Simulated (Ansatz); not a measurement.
# Bi (Im-3m) in Ansatz: reference runs

How does Bi come out in PBE? The cell is run as given and disturbed.

Everything below comes from runs of Ansatz 0.2.0. Logs are shortened: lines on timing, memory, paths and dates and some standing lists are left out, and cuts for length are marked.

## (1) The crystal as given

Symmetry: Im-3m, No. 229, cubic system. The conventional cell has a = 3.963 Å, b = 3.963 Å, c = 3.963 Å, α = 90.00°, β = 90.00°, γ = 90.00°. Around Bi (site symmetry m-3m) lie 8 Bi at 3.43 Å.

This isn't the form of Bi at room conditions, which is rhombohedral.

## (2) Single point, PBE

The input, input.yaml:

```yaml
crystal:
  lattice:
    - [-1.9814305318, 1.9814305318, 1.9814305318]
    - [1.9814305318, -1.9814305318, 1.9814305318]
    - [1.9814305318, 1.9814305318, -1.9814305318]
  atoms:
    - { symbol: Bi, position: [0.0, 0.0, 0.0] }
kpoints:
  mp_grid: { grid: [9, 9, 9] }
scf:
  occupations: { method: fermi_dirac, width: 0.05 }
hamiltonian:
  xc: pbe
  pseudopotentials: { kind: all_electron, lapw: { basis_error: 0.001 } }
output:
  forces: true
  stress: true
  eigenvalues: true
  populations: true
```

Potentials or basis: all-electron LAPW, scalar-relativistic.

The run is started by

```sh
ansatz run input.yaml --threads 1 --pin off --max-ram 2560MiB --backend cpu --events-out ev --progress --plain --runs-dir out
```

Log:

```text
Warning: RAYON_NUM_THREADS=1 ignored (pool sized by the plan → 1); use --threads N
Bi: projections on atomic orbitals take those of the free atom 1s2 2s2 2p6 3s2 3p6 3d10 4s2 4p6 4d10 4f14 5s2 5p6 5d10 6s2 6p3, of charge +0.00 (hamiltonian.pseudopotentials.projection_atoms)
LAPW: plane waves up to 6.468 Å⁻¹, error target 1.0e-3 eV per atom; small_component_spin mean_spin; Bi in spheres of 1.716 Å, 37 of its electrons in bands, Dirac shells [] (how accurate: hamiltonian.pseudopotentials.lapw.basis_error, Limitations)
Engine: ansatz 0.2.0, aarch64-unknown-linux-gnu
Pseudopotentials: kind: all_electron
Pseudopotential: Bi, LAPW, valence charge 37, lapw/all_electron/scalar/gaussian/Bi, Koelling and Harmon's equation, gaussian nucleus
Functional definition: PBE
  parameter kappa = 0.804
  parameter beta = 0.06672455060314922
  exchange = pbe_x(kappa = kappa, mu = beta*pi^2/3)
  correlation = pbe_c(beta = beta)
Crystal: 1 atoms, lattice volume = 31.117 Å³
Basis set: ecut = 159.37278627052473 eV, 141 PW (Γ), exchange–correlation at level 2
Bands: 23, of which v1, the nominal top of the filled ones, is band 19 counted from 1 (18 counted from 0)
Symmetry: 48 space group operations
Space group: Im-3m (ITA 229), of the structure as read, at distance tolerance 3.1e-5 Å
k-points: 35 of 729
Non-local potential: Bi, projectors of the file, none
Initial density: superposition of atomic densities (chi_scale 0.1, normalization cell)
Initial wavefunctions: plane waves of lowest kinetic energy (no species holds an atomic orbital)
Functional: x = pbe(κ = 0.804, μ = 0.2195149727645171), c = pbe(β = 0.06672455060314922)
iter 1 solved again at ethr=1.17e-5 eV; its pass at ethr=1.00e-1 eV (dr2=4.33e-3 eV) is discarded
SCF iter   1: F=—  HF=-585705.864374 eV  |F-HF|=—  |Δ(HF+E_count)|=         —  Δρ=4.70e-3  dr2=4.38e-3  ethr=1.17e-5  ⟨swp⟩=3.7  Hψ=5321  notcnv=0
preconditioner: auto → Kerker (q_TF=auto, 2.808 Å⁻¹)  [metal: Δε(μ)=0.032 eV  Ē_g=23.996 eV  σ=0.050 eV  W_gap=0.15  n_scr=12 (ndim 8)  ℏωp=25.8 eV  f_vac=0.000  D(μ)=0.55/eV (n_scr^D=0)]
SCF iter   2: F=—  HF=-585705.859768 eV  |F-HF|=—  |Δ(HF+E_count)|=   4.61e-3  Δρ=3.02e-3  dr2=2.04e-3  ethr=1.17e-5  ⟨swp⟩=2.0  Hψ=2334  notcnv=0
SCF iter   3: F=—  HF=-585705.860339 eV  |F-HF|=—  |Δ(HF+E_count)|=   5.71e-4  Δρ=1.57e-3  dr2=6.81e-4  ethr=5.51e-6  ⟨swp⟩=2.0  Hψ=2333  notcnv=0
SCF iter   4: F=—  HF=-585705.860567 eV  |F-HF|=—  |Δ(HF+E_count)|=   2.28e-4  Δρ=7.83e-4  dr2=2.06e-4  ethr=1.84e-6  ⟨swp⟩=2.0  Hψ=2333  notcnv=0
SCF iter   5: F=—  HF=-585705.860712 eV  |F-HF|=—  |Δ(HF+E_count)|=   1.45e-4  Δρ=2.55e-4  dr2=2.91e-5  ethr=5.56e-7  ⟨swp⟩=2.9  Hψ=2382  notcnv=0
SCF iter   6: F=—  HF=-585705.860721 eV  |F-HF|=—  |Δ(HF+E_count)|=   9.02e-6  Δρ=8.75e-5  dr2=2.96e-6  ethr=7.87e-8  ⟨swp⟩=2.9  Hψ=2386  notcnv=0
iter 7 solved again at ethr=6.82e-10 eV; its pass at ethr=8.01e-9 eV (dr2=2.53e-7 eV) is discarded
SCF iter   7: F=—  HF=-585705.860721 eV  |F-HF|=—  |Δ(HF+E_count)|=   3.92e-7  Δρ=2.52e-5  dr2=2.53e-7  ethr=6.82e-10  ⟨swp⟩=2.0  Hψ=3966  notcnv=0
SCF iter   8: F=-585705.860722 eV  HF=-585705.860722 eV  |F-HF|=1.20e-8  |Δ(HF+E_count)|=   1.14e-7  Δρ=6.60e-6  dr2=1.15e-8  ethr=6.82e-10  ⟨swp⟩=2.9  Hψ=2379  notcnv=0
SCF 1 converged in 8 iterations: F = -585705.860722 eV  dr2 = 1.15e-8
SCF converged after 8 iterations
Free energy (F): -585705.860722 eV
Harris-Foulkes:  -585705.860722 eV  (|F-HF|=1.20e-8)
Internal energy: -585705.856616 eV  (E = F + TS)
E sigma→0 (E₀):  -585705.858669 eV
Entropy (-TS):   -0.004106 eV (-4.106 meV/atom)
Fermi energy:    15.897755 eV
--- Per-component energies (eV) ---
  E_band       = -2605.795161
  E_kinetic    = 678034.642939
  E_xc         = -10805.676366
  E_electrostatic = -1252934.823189  (all electrons and nuclei)
  E_smearing   = -0.004106  (= −TS)
  E_closure    = 0.000000  (closes the sum)
  E_atoms      = -585702.106902  (free atoms, spherical and without spin; not in F)
  Σ components = -585705.860722   (vs F -585705.860722, Δ=0.00e0)
  Basis errors (estimates in eV, not in F): energy 2.5e-4 per atom: plane waves 2.4e-4 (1.3e-4 summed), levels above the bands 7.9e-93, relativity 6.0e-9, radial functions 4.0e-6, core shells 7.6e-10; eigenvalues (radial functions only) 2.6e-5; not estimated: angular momenta, meshes, grids; target (lapw.basis_error) 1.0e-3; muffin-tin radii Bi 1.716 Å
--- Forces (eV/Å), atoms counted from 1 ---
  atom   1  Bi    -0.00000000    -0.00000000    -0.00000000
  max |Σ_I F_I| component: 1.56e-31 eV/Å
--- Stress (GPa, compression-positive) ---
        0.882383       0.000000      -0.000000
        0.000000       0.882383       0.000000
       -0.000000       0.000000       0.882383
  P = ⅓ Tr σ = 0.8824 GPa (8.824 kbar)
--- Band table (eV; the first three rows and the last of 35) ---
  k-point 0: bands = ["-137.4639", "-132.5911", "-132.5911", "-132.5911", "-132.5910", "-132.5910", "-132.5910", "-132.5908", "-75.7175", "-75.7175", "-75.7175", "-7.1706", "-7.1706", "-7.1706", "-7.0421", "-7.0421", "2.3629", "20.9954", "20.9954", "20.9954", "25.0238", "26.3305", "26.3305"]
  k-point 1: bands = ["-137.4639", "-132.5911", "-132.5911", "-132.5911", "-132.5910", "-132.5910", "-132.5910", "-132.5908", "-75.7177", "-75.7176", "-75.7175", "-7.1752", "-7.1627", "-7.1463", "-7.0474", "-7.0430", "2.5877", "18.9865", "20.3530", "20.7934", "24.6740", "25.4233", "26.0786"]
  k-point 2: bands = ["-137.4639", "-132.5911", "-132.5911", "-132.5911", "-132.5910", "-132.5910", "-132.5910", "-132.5908", "-75.7182", "-75.7178", "-75.7175", "-7.1869", "-7.1469", "-7.0844", "-7.0574", "-7.0453", "3.2457", "15.8659", "19.1374", "20.2738", "23.2308", "24.4494", "26.2415"]
  k-point 34: bands = ["-137.4639", "-132.5911", "-132.5911", "-132.5911", "-132.5910", "-132.5910", "-132.5910", "-132.5908", "-75.7189", "-75.7189", "-75.7189", "-7.1770", "-7.1726", "-6.9858", "-6.9858", "-6.9841", "7.3292", "13.8967", "14.2061", "14.2061", "19.4934", "20.1071", "30.8795"]
--- Löwdin populations: 1 site ---
  site symbol       q [e]
     0     Bi     82.9638
  spilling = 0.000436 (of n_electrons = 83.000000)
```

It took 4.8 s on 1 thread of Arm Neoverse V1, shared host; peak memory 0.24 GiB.

Results:

```yaml
Free_energy: -585705.8607 eV
Pressure: 0.9 GPa
Band_gap_on_the_k_mesh: none (metal or under the smearing width)
```

Caveat: spin-orbit coupling is left out, which moves the levels of the heavy elements.

## (3) Single point, PBE (cell strained at random at fixed volume)

The input, input.yaml:

```yaml
crystal:
  lattice:
    - [-2.051092, 1.932264, 1.963721]
    - [2.009132, -1.95414, 1.943637]
    - [2.069958, 1.973006, -1.985597]
  atoms:
    - { symbol: Bi, position: [-0.013777, -0.017305, -0.019666] }
kpoints:
  mp_grid: { grid: [9, 9, 9] }
scf:
  occupations: { method: fermi_dirac, width: 0.05 }
hamiltonian:
  xc: pbe
  pseudopotentials: { kind: all_electron, lapw: { basis_error: 0.001 } }
output:
  forces: true
  stress: true
  eigenvalues: true
  populations: true
```

Potentials or basis: all-electron LAPW, scalar-relativistic.

The run is started by

```sh
ansatz run input.yaml --threads 1 --pin off --max-ram 2560MiB --backend cpu --events-out ev --progress --plain --runs-dir out
```

Log:

```text
Warning: RAYON_NUM_THREADS=1 ignored (pool sized by the plan → 1); use --threads N
Bi: projections on atomic orbitals take those of the free atom 1s2 2s2 2p6 3s2 3p6 3d10 4s2 4p6 4d10 4f14 5s2 5p6 5d10 6s2 6p3, of charge +0.00 (hamiltonian.pseudopotentials.projection_atoms)
LAPW: plane waves up to 6.529 Å⁻¹, error target 1.0e-3 eV per atom; small_component_spin mean_spin; Bi in spheres of 1.704 Å, 37 of its electrons in bands, Dirac shells [] (how accurate: hamiltonian.pseudopotentials.lapw.basis_error, Limitations)
Engine: ansatz 0.2.0, aarch64-unknown-linux-gnu
Pseudopotentials: kind: all_electron
Pseudopotential: Bi, LAPW, valence charge 37, lapw/all_electron/scalar/gaussian/Bi, Koelling and Harmon's equation, gaussian nucleus
Functional definition: PBE
  parameter kappa = 0.804
[... 43 lines left out ...]
  atom   1  Bi     0.00000000     0.00000000     0.00000000
  max |Σ_I F_I| component: 0.00e0 eV/Å
--- Stress (GPa, compression-positive) ---
        0.199851      -0.114679       0.421424
       -0.114679       1.272273       0.110131
        0.421424       0.110131       1.262575
  P = ⅓ Tr σ = 0.9116 GPa (9.116 kbar)
--- Band table (eV; the first three rows and the last of 365) ---
  k-point 0: bands = ["-137.4659", "-132.5935", "-132.5934", "-132.5930", "-132.5929", "-132.5925", "-132.5924", "-132.5923", "-75.7208", "-75.7201", "-75.7179", "-7.1856", "-7.1785", "-7.1530", "-7.0515", "-7.0386", "2.3596", "20.7366", "21.0650", "21.1428", "24.9688", "26.0177", "26.4756"]
  k-point 1: bands = ["-137.4659", "-132.5935", "-132.5934", "-132.5930", "-132.5929", "-132.5925", "-132.5924", "-132.5923", "-75.7209", "-75.7201", "-75.7180", "-7.1814", "-7.1727", "-7.1364", "-7.0550", "-7.0412", "2.5786", "18.8463", "20.4146", "20.8732", "24.6871", "25.6363", "26.1144"]
  k-point 2: bands = ["-137.4659", "-132.5935", "-132.5934", "-132.5930", "-132.5929", "-132.5925", "-132.5924", "-132.5923", "-75.7213", "-75.7201", "-75.7183", "-7.1912", "-7.1521", "-7.0828", "-7.0632", "-7.0456", "3.2187", "15.7352", "19.2727", "20.4104", "23.3812", "24.6906", "26.1482"]
  k-point 364: bands = ["-137.4659", "-132.5935", "-132.5934", "-132.5930", "-132.5929", "-132.5925", "-132.5924", "-132.5923", "-75.7218", "-75.7208", "-75.7181", "-7.1846", "-7.1480", "-7.0566", "-7.0501", "-7.0136", "4.6395", "13.1080", "16.3791", "17.2312", "24.8772", "26.0811", "28.1406"]
--- Löwdin populations: 1 site ---
  site symbol       q [e]
     0     Bi     82.9633
  spilling = 0.000442 (of n_electrons = 83.000000)
```

Run time: 38 s. Hardware: 1 thread of Arm Neoverse V1, shared host; peak memory 0.52 GiB.

Results:

- Free energy: -585705.8550 eV
- Pressure: 0.9 GPa
- Band gap on the k mesh: none (metal or under the smearing width)

Caveat: spin-orbit coupling is left out, which moves the levels of the heavy elements.
